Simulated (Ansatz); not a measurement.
# Cu2O (Cuprite): the cost of one run

Computed with Ansatz 0.2.0 (DFT PBE, scalar-relativistic, plane waves, PAW, unless a step's input says otherwise).

The COD entry's cell or inner coordinates are ideal or old and differ from later refinements, so a difference from it is no clean test against experiment.

## (1) The system as given

Symmetry: Pn-3m, No. 224, cubic system. The conventional cell has a = 4.298 Å, b = 4.298 Å, c = 4.298 Å, α = 90.00°, β = 90.00°, γ = 90.00°. Around Cu (site symmetry -3m) lie 2 O at 1.86 Å. O (site symmetry -43m) is surrounded by 4 Cu at 1.86 Å.

Structure file:

```
CELL_PARAMETERS angstrom
4.29824 0.00000 0.00000
0.00000 4.29824 0.00000
0.00000 0.00000 4.29824
ATOMIC_POSITIONS crystal
Cu 0.25000 0.25000 0.25000
Cu 0.25000 0.75000 0.75000
Cu 0.75000 0.75000 0.25000
Cu 0.75000 0.25000 0.75000
O 0.00000 0.00000 0.00000
O 0.50000 0.50000 0.50000
```

This cell was relaxed beforehand with the same method: volume 13.23 Å³/atom, gap on the mesh 0.48 eV.

## (2) Relaxing to 0.001 eV/Å

Response functions are second derivatives at a minimum, so forces and stress are first brought close to zero on the mesh and occupations that the response runs use.

input.yaml reads:

```yaml
crystal:
  lattice:
    - [4.2982410556, 0.0, 0.0]
    - [0.0, 4.2982410556, 0.0]
    - [0.0, 0.0, 4.2982410556]
  atoms:
    - { symbol: Cu, position: [0.25, 0.25, 0.25] }
    - { symbol: Cu, position: [0.25, 0.75, 0.75] }
    - { symbol: Cu, position: [0.75, 0.75, 0.25] }
    - { symbol: Cu, position: [0.75, 0.25, 0.75] }
    - { symbol: O, position: [0.0, 0.0, 0.0] }
    - { symbol: O, position: [0.5, 0.5, 0.5] }
basis:
  ecutwfc: 420
kpoints:
  mp_grid: { grid: [8, 8, 8] }
hamiltonian:
  xc: pbe
scf:
  occupations: { method: fixed }
output:
  forces: true
  stress: true
  eigenvalues: true
relax:
  adjacent_minimum: "off"
  f_tol: 0.001
  max_steps: 60
  cell: { stress_tol: 0.01 }
```

The run is started by

```console
$ ansatz run input.yaml --threads 2 --pin off --max-ram 5120MiB --backend cpu --events-out ev --progress --plain --runs-dir out
```

**Question.** How long does this run take on 2 threads of Arm Neoverse V2, shared host, and how much memory does it need?

About 9.2 s, with a peak of 0.42 GiB.
